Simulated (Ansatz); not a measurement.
## Calculated ¹⁷O NMR of the central transition for SiO2

Cell: a Materials Project structure (computed, not necessarily an observed phase) whose atoms were relaxed with PBE, the cell held.

```cif
data_SiO2
_symmetry_space_group_name_H-M 'I-43m'
_symmetry_Int_Tables_number 217
_cell_length_a 8.9170
_cell_length_b 8.9170
_cell_length_c 8.9170
_cell_angle_alpha 90.000
_cell_angle_beta 90.000
_cell_angle_gamma 90.000
loop_
_atom_site_label
_atom_site_type_symbol
_atom_site_symmetry_multiplicity
_atom_site_Wyckoff_symbol
_atom_site_fract_x
_atom_site_fract_y
_atom_site_fract_z
Si Si 12 d 0.2500 0.0000 0.5000
O O 24 g 0.8538 0.1462 0.5326
```

One atom of each set is listed; the run and its k-mesh use a cell of 18 atoms with edges of 7.72, 7.72, 7.72 Å.

All values are calculated (Ansatz; DFT, PBE, plane waves and PAW (field gradients read without the response of the frozen cores, which leaves them typically 4 to 6 % off), scalar-relativistic, 420 eV cutoff, Γ-centred 4×4×4 k-points, Fermi–Dirac smearing 0.02 eV), not measured.

¹⁷O has I = 5/2 and Q = -25.58 mb (Pyykkö 2018); at 9.4 T its Larmor frequency is ν₀ = 54.3 MHz. Only the quadrupole interaction is simulated: positions count from each site's isotropic chemical shift, and shift anisotropy, dipolar and J coupling are left out.

**Question.** What does the ¹⁷O spectrum (static powder) show for each site?

**Answer.** 

```tsv
site	first shell	C_Q (MHz)	η	P_Q (MHz)	δ_QIS (ppm)	breadth (kHz)
O	2 Si at 1.63 Å, angle 152°	-6.44	0.12	6.46	-84.9	26.4
```

δ_QIS = −(ν_Q²/30ν₀²)[I(I+1) − 3/4](1 + η²/3) × 10⁶ ppm with ν_Q = 3|C_Q|/[2I(2I−1)]; it falls as 1/B₀² in ppm, and the breadth as 1/B₀ in kHz.

At O V_zz runs parallel to the line that joins its two neighbours (within 1°).
